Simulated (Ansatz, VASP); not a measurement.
# Al3Cu2 in VASP and in Ansatz

```
Al Cu
1.0
     3.99701    0.00000    0.00000
    -1.99850    3.46151    0.00000
     0.00000    0.00000    4.86251
Al Cu
3 2
Direct
  0.00000 0.00000 0.00000
  0.33333 0.66667 0.35188
  0.66667 0.33333 0.64812
  0.33333 0.66667 0.84271
  0.66667 0.33333 0.15729
```

Alike in both runs: functional LDA; k mesh 12 × 12 × 8; occupations fermi-dirac, width 0.15 eV; no spin polarisation.

Ansatz relaxed the structure, and its values are those at the end. VASP's run is a single point on that final structure, the one shown.

|  | VASP | Ansatz |
| --- | --- | --- |
| version | VASP 6.6.1 | Ansatz 0.2.0 |
| potentials or method | VASP PAW LDA potentials, release 64 (Al, Cu) | scalar-relativistic, plane waves, PAW |
| plane-wave cutoff (eV) | 520 | 420 |
| valence electrons in the cell | 31 | 47 |

```tsv
	VASP	Ansatz	Ansatz less VASP
gap on the k mesh at the Fermi level (eV)	none	none	-
pressure (GPa)	6.4	6.0	-0.41
```

A gap of «none» marks a metal or a gap that the smearing closes. The two sets of potentials don't hold the same shells in valence.
